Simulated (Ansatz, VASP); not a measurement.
## One calculation of Ge, two programs

INCAR

```
PREC = Accurate
ENCUT = 600
EDIFF = 1E-6
ISMEAR = 0
SIGMA = 0.1
LREAL = F
LASPH = T
NELM = 100
ALGO = Normal
ISIF = 3
LWAVE = F
LCHARG = F
GGA = PE
IBRION = 2
NSW = 90
EDIFFG = -0.04
```

The input KPOINTS:

```
Automatic mesh
0
Gamma
  6 6 4
```

Contents of POSCAR:

```
Ge
1.0
    3.2836711800      0.0000000000      0.0000000000
    0.0000000000      3.2836711800      0.0000000000
    0.0000000000      0.0000000000      4.3522751100
Ge
2
Direct
    0.0000000000      0.5000000000      0.7434377600
    0.5000000000      0.0000000000      0.2565622400
```

Input for Ansatz:

```yaml
crystal:
  lattice:
    - [3.28367118, 0.0, 0.0]
    - [0.0, 3.28367118, 0.0]
    - [0.0, 0.0, 4.35227511]
  atoms:
    - { symbol: Ge, position: [0.0, 0.5, 0.74343776] }
    - { symbol: Ge, position: [0.5, 0.0, 0.25656224] }
basis:
  ecutwfc: 420
kpoints:
  mp_grid: { grid: [6, 6, 4] }
hamiltonian:
  xc: pbe
scf:
  occupations: { method: gaussian, width: 0.1 }
  lower_state_search: "off"
output:
  forces: true
  stress: true
  eigenvalues: true
relax:
  adjacent_minimum: "off"
  f_tol: 0.04
  max_steps: 70
  cell: { stress_tol: 0.4 }
```

Alike in both runs: task relaxation of cell and atoms; functional PBE; k mesh 6 × 6 × 4; occupations gaussian, width 0.1 eV; no spin polarisation.

|  | VASP | Ansatz |
| --- | --- | --- |
| version | VASP 6.6.1 | Ansatz 0.2.0 |
| potentials or method | VASP PAW PBE potentials, release 64 (Ge_d) | scalar-relativistic, plane waves, PAW |
| plane-wave cutoff (eV) | 600 | 420 |
| valence electrons in the cell | 28 | 28 |

|  | VASP | Ansatz | Ansatz less VASP |
| --- | --- | --- | --- |
| gap on the k mesh at the Fermi level, each at its own relaxed structure (eV) | none | none | - |
| relaxed volume (Å³/atom) | 19.29 | 19.43 | +0.136 |
| relaxed cell length with the largest relative difference (Å) | 5.024 | 4.475 | -0.5497 |
| energy change over the relaxation (meV/atom) | -187 | -114 | +73.2 |

A gap of «none» marks a metal or a gap that the smearing closes. One of these differences is far larger than is usual between the two programs; its cause wasn't traced.

Caveats: the k mesh is coarse (spacing up to 0.36 Å⁻¹), so the values aren't converged; the volume moved by over 15 % at a fixed basis, so the end points are rough (VASP).
